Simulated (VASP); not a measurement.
A run of VASP 6.6.1 is set up as follows.

POSCAR

```
BeTe
1.0
    0.0000000000      2.7700000000      2.7700000000
    2.7700000000      0.0000000000      2.7700000000
    2.7700000000      2.7700000000      0.0000000000
Te Be
1 1
Direct
    0.7500000000      0.7500000000      0.7500000000
    0.0000000000      0.0000000000      0.0000000000
```

Contents of INCAR.step1:

```
PREC = Accurate
ENCUT = 520
EDIFF = 1E-5
ISMEAR = 0
SIGMA = 0.02
LREAL = False
LASPH = True
NELM = 100
ALGO = Normal
ISIF = 2
LWAVE = True
LCHARG = False
MAGMOM = 0 0 0 0 0 0
LORBIT = 11
LSORBIT = True
GGA_COMPAT = False
NBANDS = 20
GGA = PE
KPAR = 4
```

INCAR.step2

```
PREC = Accurate
ENCUT = 520
EDIFF = 1E-6
ISMEAR = 0
SIGMA = 0.02
LREAL = False
LASPH = True
NELM = 100
ALGO = Normal
ISIF = 2
LWAVE = False
LCHARG = False
MAGMOM = 0 0 0 0 0 0
LORBIT = 11
LSORBIT = True
GGA_COMPAT = False
GGA = PE
LHFCALC = True
HFSCREEN = 0.2
PRECFOCK = Fast
NBANDS = 20
ISTART = 1
KPAR = 4
```

The input KPOINTS:

```
regular mesh
0
Gamma
  6 6 6
```

Potentials or basis: VASP PAW PBE potentials, release 64 (Te, Be).

Command:

```console
$ cat potpaw_PBE.64/Te/POTCAR potpaw_PBE.64/Be/POTCAR > POTCAR
$ cp INCAR.step1 INCAR
$ mpirun -np 4 vasp_ncl > vasp.out
$ cp INCAR.step2 INCAR
$ mpirun -np 4 vasp_ncl > vasp.out
```

(1) What does it give for the pressure?

## Answers

(1) 3.2 GPa.

Caveat: the PAW data sets were made with another functional, which shifts forces and pressure a little.
